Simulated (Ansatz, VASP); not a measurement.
**ZnS (Sphalerite) in two plane-wave programs**

One calculation is typed for both programs; each brings its own data sets and cutoff. How far apart do they land? The cell is taken from a series of VASP runs on this material, whose earlier steps may have relaxed, scaled or displaced it; both programs get it as it stands.

Program: Ansatz 0.2.0. Level of theory: plane waves, with VASP 6.6.1 beside it; relaxation of cell and atoms at r2SCAN and band structure at HSE06. Results are calculated unless marked as measured.

### Step 1. The starting structure

Symmetry: F-43m, No. 216, cubic system. The conventional cell has a = 5.381 Å, b = 5.381 Å, c = 5.381 Å, α = 90.00°, β = 90.00°, γ = 90.00°. Zn has 4 S at 2.33 Å nearest. Nearest to S lie 4 Zn at 2.33 Å. Farther neighbours and most contacts between anions are not listed.

### Step 2. VASP: relaxation of cell and atoms, r2SCAN

The relaxed volume is the usual yardstick between codes: its relative difference is about their pressure difference at one cell divided by the bulk modulus.

Lines of VASP's logs that name or quote its potential files are left out, and so is its time.

Contents of INCAR:

```
SYSTEM = ZnS
PREC = Accurate
ENCUT = 400
EDIFF = 1E-06
NELM = 100
ISMEAR = 0
SIGMA = 0.05
LREAL = .FALSE.
ALGO = Normal
METAGGA = R2SCAN
LASPH = .TRUE.
NBANDS = 15
LORBIT = 11
LWAVE = .FALSE.
LCHARG = .FALSE.
KPAR = 2
IBRION = 2
NSW = 60
ISIF = 3
EDIFFG = -0.01
```

Contents of POSCAR:

```
ZnS
1.0
    0.0000000000      2.6902736767      2.6902736767
    2.6902736767      0.0000000000      2.6902736767
    2.6902736767      2.6902736767      0.0000000000
Zn S
1 1
Direct
    0.0000000000      0.0000000000      0.0000000000
    0.2500000000      0.2500000000      0.2500000000
```

Contents of KPOINTS:

```
Automatic mesh
0
Gamma
7 7 7
0 0 0
```

PAW data sets: Zn and S (PBE family, release 64).

Launch:

```console
$ mpirun -np 2 vasp_std
```

Numbers of over 12 decimals in the logs are rounded to 6 here.

What it wrote:

```text
[banner, memory and clock lines left out]
running    2 mpi-ranks, on    1 nodes
 distrk:  each k-point on    1 cores,    2 groups
 distr:  one band on    1 cores,    1 groups

 POSCAR found type information on POSCAR ZnS
 POSCAR found :  2 types and       2 ions
|                                                                             |
|               ----> ADVICE to this user running VASP <----                  |
|                                                                             |
|     You enforced a specific xc type in the INCAR file but a different       |
|     [... a line on the potential file left out ...]
|     I HOPE YOU KNOW WHAT YOU ARE DOING!                                     |
|                                                                             |

 LDA part: xc-table for (None), standard interpolation
 POSCAR, INCAR and KPOINTS ok, starting setup
 FFT: planning ... GRIDC
 FFT: planning ... GRID_SOFT
 FFT: planning ... GRID
 WAVECAR not read
 entering main loop
       N       E                     dE             d eps       ncg     rms          rms(c)
DAV:   1     0.651008361133E+02    0.65101E+02   -0.77831E+03   600   0.119E+03
DAV:   2    -0.169484563015E+02   -0.82049E+02   -0.78243E+02   684   0.239E+02
DAV:   3    -0.218814200402E+02   -0.49330E+01   -0.49171E+01   691   0.626E+01
DAV:   4    -0.219295365305E+02   -0.48116E-01   -0.48105E-01   733   0.643E+00
DAV:   5    -0.219301048547E+02   -0.56832E-03   -0.56831E-03   754   0.667E-01    0.727E+00
DAV:   6    -0.188743795117E+02    0.30557E+01   -0.15301E+00   663   0.399E+01    0.649E+00
DAV:   7    -0.188432387028E+02    0.31141E-01   -0.43077E-01   733   0.111E+01    0.375E+00
DAV:   8    -0.188584802135E+02   -0.15242E-01   -0.32209E-02   656   0.175E+00    0.118E+00
DAV:   9    -0.188599670468E+02   -0.14868E-02   -0.30828E-03   769   0.131E+00    0.103E-01
DAV:  10    -0.188600832826E+02   -0.11624E-03   -0.85279E-04   712   0.314E-01    0.723E-02
DAV:  11    -0.188601170113E+02   -0.33729E-04   -0.22877E-04   768   0.414E-01    0.389E-02
DAV:  12    -0.188601221473E+02   -0.51360E-05   -0.79269E-05   740   0.244E-01    0.955E-03
DAV:  13    -0.188601233055E+02   -0.11582E-05   -0.60562E-06   761   0.465E-02    0.466E-03
DAV:  14    -0.188601265823E+02   -0.32768E-05   -0.10122E-06   349   0.791E-03    0.169E-03
DAV:  15    -0.188601271844E+02   -0.60212E-06   -0.64374E-08   328   0.370E-03
   1 F= -.18860127E+02 E0= -.18860127E+02  d E =-.188601E+02
 curvature:   0.00 expect dE= 0.000E+00 dE for cont linesearch  0.000E+00
 trial: gam= 0.00000 g(F)=  0.108E-43 g(S)=  0.209E-04 ort = 0.000E+00 (trialstep = 0.100E+01)
 search vector abs. value=  0.209E-04
 reached required accuracy - stopping structural energy minimisation
```

From OUTCAR (step 2):

```text
ion  position               nearest neighbor table
   1  0.000  0.000  0.000-   2 2.33   2 2.33   2 2.33   2 2.33
   2  0.250  0.250  0.250-   1 2.33   1 2.33   1 2.33   1 2.33

  LATTYP: Found a face centered cubic cell.
 ALAT       =     5.3805473534

 Subroutine GETGRP returns: Found 24 space group operations
 (whereof 24 operations were pure point group operations)

The static configuration has the point symmetry T_d .

 Found     20 irreducible k-points:

   k-points           NKPTS =     20   k-points in BZ     NKDIM =     20   number of bands    NBANDS=     15

   dimension x,y,z NGX =    28 NGY =   28 NGZ =   28
   dimension x,y,z NGXF=    56 NGYF=   56 NGZF=   56

   ENCUT  =  400.0 eV  29.40 Ry    5.42 a.u.   6.20  6.20  6.20*2*pi/ulx,y,z

   NELECT =      18.0000    total number of electrons

 k-points in reciprocal lattice and weights: Automatic mesh
   0.00000000  0.00000000  0.00000000       0.003
   0.14285714  0.00000000  0.00000000       0.023
   0.28571429  0.00000000  0.00000000       0.023
   0.42857143  0.00000000  0.00000000       0.023
   0.14285714  0.14285714  0.00000000       0.017
   0.28571429  0.14285714  0.00000000       0.070
   0.42857143  0.14285714  0.00000000       0.070
  -0.42857143  0.14285714  0.00000000       0.070
  -0.28571429  0.14285714  0.00000000       0.070
[...]
-0.42857143  0.42857143  0.14285714       0.070
  -0.28571429  0.42857143  0.14285714       0.070

 average (electrostatic) potential at core
       1 -41.6814       2 -91.5058

 E-fermi :   2.1659

 k-point     1 :       0.0000    0.0000    0.0000
  band No.  band energies     occupation
    ...
      5      -4.0302      2.00000
      6      -4.0302      2.00000
      7       1.9556      2.00000
      8       1.9556      2.00000
      9       1.9556      2.00000
     10       4.6900      0.00000
     11       8.8460      0.00000
     12       8.8462      0.00000
     13       8.8462      0.00000
     14      14.2738      0.00000
    ...

 k-point     2 :       0.1429    0.0000    0.0000
  band No.  band energies     occupation
    ...
      5      -4.0320      2.00000
      6      -4.0320      2.00000
      7       0.6126      2.00000
      8       1.7599      2.00000
      9       1.7599      2.00000
     10       5.6151      0.00000
     11       8.7758      0.00000
     12       9.1789      0.00000
     13       9.1791      0.00000
     14      13.5602      0.00000
    ...

 k-point     3 :       0.2857    0.0000    0.0000
  band No.  band energies     occupation
    ...
      5      -4.0250      2.00000
      6      -4.0250      2.00000
      7      -1.4189      2.00000
      8       1.3683      2.00000
      9       1.3683      2.00000
     10       5.9953      0.00000
     11       9.5106      0.00000
     12       9.5107      0.00000
     13       9.8500      0.00000
     14      13.6800      0.00000
    ...

  Total        0.0169886      0.0169886      0.0169886     -0.0000000     -0.0000000     -0.0000000
  in kB        0.6989540      0.6989540      0.6989540     -0.0000000     -0.0000000     -0.0000000
  external PRESSURE =       0.6989540 kB  Pullay stress =       0.0000000 kB

  energy-cutoff  :      400.00
  volume of cell :       38.94
      direct lattice vectors                 reciprocal lattice vectors
     0.000000000  2.690273677  2.690273677    -0.185854697  0.185854697  0.185854697
     2.690273677  0.000000000  2.690273677     0.185854697 -0.185854697  0.185854697
     2.690273677  2.690273677  0.000000000     0.185854697  0.185854697 -0.185854697

 POSITION                                       TOTAL-FORCE (eV/Angst)
 -----------------------------------------------------------------------------------
      0.00000      0.00000      0.00000        -0.000000     -0.000000     -0.000000
      1.34514      1.34514      1.34514         0.000000      0.000000      0.000000
 -----------------------------------------------------------------------------------
    total drift:                                0.000012      0.000012      0.000011

  FREE ENERGIE OF THE ION-ELECTRON SYSTEM (eV)
  ---------------------------------------------------
  free  energy   TOTEN  =       -18.8601271844 eV

  energy  without entropy=      -18.8601271844  energy(sigma->0) =      -18.86012718

 reached required accuracy - stopping structural energy minimisation

 total charge
# of ion       s       p       d       tot
------------------------------------------
    1        0.504   0.486   9.818  10.808
    2        1.302   2.470   0.000   3.773
--------------------------------------------------
tot          1.806   2.956   9.818  14.580

[... 3 further parts left out ...]
```

The run keeps the 24 symmetry operations of its start, so it cannot find a distortion of lower symmetry.

### Step 3. Ansatz: relaxation of cell and atoms, r2SCAN

Ansatz runs on its default PAW (the set named soft_2) files.

The same cell, functional, mesh and smearing now go to Ansatz, which takes its cutoff from its data sets.

Contents of input.yaml:

```yaml
crystal:
  lattice:
    - [0.0, 2.6902736767, 2.6902736767]
    - [2.6902736767, 0.0, 2.6902736767]
    - [2.6902736767, 2.6902736767, 0.0]
  atoms:
    - { symbol: Zn, position: [0.0, 0.0, 0.0] }
    - { symbol: S, position: [0.25, 0.25, 0.25] }
hamiltonian:
  xc: r2scan
  pseudopotentials: { kind: paw }
kpoints:
  mp_grid: { grid: [7, 7, 7] }
scf:
  occupations: { method: gaussian, width: 0.05 }
relax:
  f_tol: 0.01
  max_steps: 60
  cell: { stress_tol: 0.05 }
output:
  forces: true
  stress: true
```

Launch:

```console
$ ansatz run input.yaml --threads 4 --pin off --max-ram 9216MiB --backend cpu --events-out ev --progress --plain --runs-dir out
```

What it wrote:

```text
Engine: ansatz 0.2.0, aarch64-unknown-linux-gnu
Pseudopotentials: kind: paw
Pseudopotential: Zn, paw, valence charge 12, recommended cutoff 500 eV (meta_gga), Zn.paw.azcp
Pseudopotential: S, paw, valence charge 6, recommended cutoff 500 eV (meta_gga), S.paw.azcp
Functional definition: r2SCAN
  parameter k0 = 0.174
  parameter k1 = 0.065
  parameter a1 = 4.9479
  exchange = r2scan_x(k0 = k0, k1 = k1, a1 = a1)
  correlation = r2scan_c
Crystal: 2 atoms, lattice volume = 38.942 Å³
Basis set: ecut = 500 eV, 965 PW (Γ), exchange–correlation on 120×120×120 points (64 copies of the dense FFT grid, shifted against one another)
Bands: 13, of which v1, the nominal top of the filled ones, is band 9 counted from 1 (8 counted from 0)
Symmetry: 24 space group operations
Space group: F-43m (ITA 216), of the structure as read, at distance tolerance 3.4e-5 Å
k-points: 20 of 343 (time reversal used)
Non-local potential: Zn, projectors of the file, l = 0: 2, l = 1: 2, l = 2: 3, l = 3: 1
Non-local potential: S, projectors of the file, l = 0: 2, l = 1: 2, l = 2: 2
PAW form: soft (Blöchl's): semilocal exchange-correlation on the pseudo side does not see the compensation charge
PAW frozen core: Zn, regenerated for the run's functional (the file was generated under x = pbe(κ = 0.804, μ = 0.219515), c = pbe(β = 0.066725))
PAW frozen core: S, regenerated for the run's functional (the file was generated under x = pbe(κ = 0.804, μ = 0.219515), c = pbe(β = 0.066725))
PAW one-centre angular grid: Zn, 590 points (default); XC on 261 of its mesh's 2673 points in the sphere
PAW one-centre angular grid: S, 302 points (default); XC on 160 Gauss nodes
Initial density: superposition of atomic densities (neutral atoms: chi_scale 0, normalization atom), corrected by the library's trained network
Initial wavefunctions: pseudopotential atomic-orbital guess
Functional: x = r2scan, c = r2scan; τ floored in thin density (d = 2e-4 eV/Å³)
SCF iter   1: F=—  HF=-4233.451471 eV  |F-HF|=—  |Δ(HF+E_count)|=         —  Δρ=1.56e-2  dr2=4.71e-2  dr2_τ=6.76e-3  ethr=1.77e-3  ⟨swp⟩=5.4  Hψ=1558  notcnv=0
preconditioner: auto → none  [insulator: Δε(μ)=2.708 eV  Ē_g=13.109 eV  σ=0.050 eV  W_gap=1.00  n_scr=14 (ndim 8)  ℏωp=25.2 eV  f_vac=0.026  D(μ)=0.00/eV (n_scr^D=0)  ε∞_Penn≈4.7]
SCF iter   2: F=—  HF=-4233.454510 eV  |F-HF|=—  |Δ(HF+E_count)|=   3.04e-3  Δρ=4.70e-3  dr2=8.52e-3  dr2_τ=3.53e-4  ethr=2.61e-4  ⟨swp⟩=2.5  Hψ=679  notcnv=0
SCF iter   3: F=—  HF=-4233.449240 eV  |F-HF|=—  |Δ(HF+E_count)|=   5.27e-3  Δρ=2.93e-3  dr2=1.37e-3  dr2_τ=8.45e-6  ethr=4.73e-5  ⟨swp⟩=2.0  Hψ=500  notcnv=0
SCF iter   4: F=—  HF=-4233.449571 eV  |F-HF|=—  |Δ(HF+E_count)|=   3.31e-4  Δρ=2.69e-4  dr2=4.45e-5  dr2_τ=2.36e-6  ethr=7.60e-6  ⟨swp⟩=2.0  Hψ=600  notcnv=0
SCF iter   5: F=—  HF=-4233.449555 eV  |F-HF|=—  |Δ(HF+E_count)|=   1.61e-5  Δρ=1.27e-4  dr2=5.72e-6  dr2_τ=7.19e-8  ethr=2.47e-7  ⟨swp⟩=2.0  Hψ=312  notcnv=0
SCF iter   6: F=-4233.449554 eV  HF=-4233.449554 eV  |F-HF|=7.19e-9  |Δ(HF+E_count)|=   6.71e-7  Δρ=7.59e-6  dr2=1.42e-8  dr2_τ=1.84e-9  ethr=5.56e-10  ⟨swp⟩=3.7  Hψ=1140  notcnv=0
SCF 1 converged in 6 iterations: F = -4233.449554 eV  dr2 = 1.42e-8
  greatest PAW one-centre occupation: 0.983 electrons in one spin orbital (limit 2), on the Zn atom at site 0 (counted from 0), in its partial waves of l = 2
relax step   1: F+E_penalty+E_count = -4233.44955446 eV  Δ(F+E_penalty+E_count) = +0.000e0 eV  max|allowed force component| = 1.573e-16 eV/Å  Δτ_max = 0.0000 Å  P = +0.383 GPa  Ω = 38.942 Å³  (6 SCF iters, dr2 threshold 1.00e-7 eV, accepted)
[...]
relax step   2: F+E_penalty+E_count = -4233.44971559 eV  Δ(F+E_penalty+E_count) = -1.611e-4 eV  max|allowed force component| = 3.007e-17 eV/Å  Δτ_max = 0.0000 Å  P = +0.154 GPa  Ω = 39.053 Å³  energy of the carried Pulay correction = -2.550e-5 eV  (3 SCF iters, dr2 threshold 2.00e-7 eV, accepted)
[...]
relax step   3: F+E_penalty+E_count = -4233.44973518 eV  Δ(F+E_penalty+E_count) = -1.959e-5 eV  max|allowed force component| = 8.095e-17 eV/Å  Δτ_max = 0.0000 Å  P = +0.003 GPa  Ω = 39.129 Å³  energy of the carried Pulay correction = -4.264e-5 eV  (4 SCF iters, dr2 threshold 5.91e-8 eV, accepted)
[...]
relax step   4: F+E_penalty+E_count = -4233.44977175 eV  Δ(F+E_penalty+E_count) = -3.657e-5 eV  max|allowed force component| = 9.483e-17 eV/Å  Δτ_max = 0.0000 Å  P = +0.003 GPa  Ω = 39.129 Å³  stress off target by 3.40e-3 GPa  SCF on the basis re-selected at this cell (its energy is not comparable with the rows above)  (5 SCF iters)
basis re-selected at this cell: Δ(F+E_penalty+E_count) = -3.657e-5 eV, ΔP = +0.001 GPa vs the last step (what re-selecting the basis moved, of the pressure what is left beyond the Pulay correction that the steps carried, after the strain that the cell walked since its last selection, with what the two solves' SCF thresholds leave and, on support functions, any second-order correction that the steps lacked; it is no m [...]
SCF converged after 5 iterations
Free energy (F): -4233.449772 eV
Harris-Foulkes:  -4233.449772 eV  (|F-HF|=1.82e-12)
Internal energy: -4233.449772 eV  (E = F + TS)
E sigma→0 (E₀):  -4233.449772 eV
Fermi energy:    6.969770 eV
--- Per-component energies (eV) ---
  E_band       = -1.107419
  E_kinetic    = 237.563918
  E_local      = -2041.180210  (includes V_loc(G=0)·N_el)
  E_nonlocal   = 646.590682
  E_hartree    = 856.403097
  E_xc         = -215.802147
  E_vxc        = -148.248632  (∫ρ·V_xc dr)
  E_paw        = -2459.893033  (= ΣΔE_a)
  E_vpaw       = -415.975220  (= ΣTr[D̂ρ^β])
  E_aug_tail   = -0.000075  (compensation charges beyond the density's cutoff)
  E_vtau       = 7.335917  (kinetic-family band-sum trace: ∫τ·v_τ [+ j·A + Jᵃ·Aᵃ] dr)
  E_ewald      = -1256.839618
  E_core_change = -0.292385  (= ΣΔE_core)
  E_smearing   = -0.000000  (= −TS)
  E_closure    = -0.000000  (closes the sum)
  Σ components = -4233.449772   (vs F -4233.449772, Δ=0.00e0)
--- Forces (eV/Å), atoms counted from 1 ---
  atom   1  Zn     0.00000000    -0.00000000    -0.00000000
  atom   2  S     -0.00000000     0.00000000     0.00000000
  max |Σ_I F_I| component: 3.24e-17 eV/Å
--- Stress (GPa, compression-positive) ---
        0.003403       0.000000      -0.000000
        0.000000       0.003403       0.000000
       -0.000000       0.000000       0.003403
  P = ⅓ Tr σ = 0.0034 GPa (0.034 kbar)
--- Relaxed structure (3 steps of the walk, 3 accepted, 1 SCFs on fresh bases) ---
  F+E_penalty+E_count = -4233.44977175 eV   max|allowed force component| = 9.483e-17 eV/Å   (the final SCF, on the basis selected at the relaxed cell)
  cell:  # Å, volume = 39.1286 Å³
    - [0, 2.694561, 2.694561]
    - [2.694561, 0, 2.694561]
    - [2.694561, 2.694561, 0]
  atoms:
    - { symbol: Zn, position: [0, 0, 0] }
    - { symbol: S, position: [0.250000, 0.250000, 0.250000] }
```

The job ended after 3.1 s (4 threads of Arm Neoverse V1, shared host; peak memory 0.44 GiB; 11 s of CPU time).

### Step 4. Comparison

Known differences besides the potentials themselves: VASP keeps PBE cores, Ansatz makes them for the functional; both relaxations stop at a tolerance, which leaves soft axes loose, and VASP keeps its plane-wave basis; the cutoff is 500 eV in Ansatz and 400 eV in VASP; Ansatz adds a Pulay correction to the stress that steers its cell, VASP none. Total energies have different zeros and are not compared.

Compared:

| quantity | Ansatz | VASP | difference |
| --- | --- | --- | --- |
| volume (Å³) | 39.13 | 38.94 | +0.48 % |
| edge a after relaxation, in the typed setting (Å) | 3.811 | 3.805 | +0.16 % |

The walks stopped with 0.00 GPa left in Ansatz and 0.07 GPa in VASP; each walk ends within a tolerance, so the volume difference is uncertain by about these residues over the bulk modulus, most in soft cells.

### Step 5. Ansatz: band structure, HSE06

The same path points are solved in both programs, so levels can be compared one by one.

The cell is taken from a series of VASP runs on this material, whose earlier steps may have relaxed, scaled or displaced it; both programs get it as it stands.

Contents of input.yaml:

```yaml
crystal:
  lattice:
    - [0.0, 2.6902736767, 2.6902736767]
    - [2.6902736767, 0.0, 2.6902736767]
    - [2.6902736767, 2.6902736767, 0.0]
  atoms:
    - { symbol: Zn, position: [0.0, 0.0, 0.0] }
    - { symbol: S, position: [0.25, 0.25, 0.25] }
hamiltonian:
  xc: { exchange: pbe, correlation: pbe, exx: { coeff: 0.25, omega: 0.2 } }
  pseudopotentials: { kind: paw }
kpoints:
  mp_grid: { grid: [5, 5, 5] }
  band_path:
    path:
      - [0.0, 0.0, 0.0]
      - [0.5, 0.0, 0.5]
      - [0.5, 0.2, 0.7]
      - [0.4, 0.35, 0.75]
      - [0.15, 0.15, 0.3]
      - [0.2, 0.2, 0.2]
      - [0.55, 0.4, 0.55]
      - [0.6, 0.25, 0.65]
      - [0.5, 0.25, 0.75]
      - [0.5, 0.5, 0.5]
      - [0.375, 0.375, 0.75]
      - [0.5, 0.0, 0.5]
    npoints: 1
scf:
  occupations: { method: gaussian, width: 0.05 }
  n_extra_bands: 7
output:
  forces: true
  stress: true
  eigenvalues: true
```

What it wrote:

```text
[...]
--- Band table (eV; the first three rows and the last of 10) ---
  k-point 0: bands = [... 5 lower, -2.2861, 5.2112, 5.2112, 5.2112, 8.6337, 12.9146, 12.9146, 12.9146, ... 3 higher]
  k-point 1: bands = [... 5 lower, -2.2876, 2.9063, 4.8537, 4.8537, 9.9200, 13.0706, 13.4618, 13.4618, ... 3 higher]
  k-point 2: bands = [... 5 lower, -2.2674, 0.1111, 4.3572, 4.3572, 9.8816, 13.4792, 13.4792, 15.1198, ... 3 higher]
  k-point 9: bands = [... 5 lower, -1.9606, 0.4253, 2.1457, 3.0075, 11.8235, 12.4051, 13.6854, 16.5345, ... 3 higher]
[key lines of the parts left out:]
Free energy (F): -4223.393818 eV
Fermi energy:    6.922848 eV
P = ⅓ Tr σ = 2.0232 GPa (20.232 kbar)
```

Run time: 20 s. Hardware: 4 threads; peak memory 0.75 GiB.

(Part 1 of 2 ends here.)

[Lines on the potential files, build, host, timing and source positions are cut from VASP's logs without a mark.]

[Logs are printed without paths, hosts, clocks, repeated set-up lines and the standing remarks that a program may print on its own settings, such as how far it seeks lower states.]

[Hosts, paths, dates, database ids (printed as entryN), source tags and the programs' standing remarks are cut or masked in the printed files.]
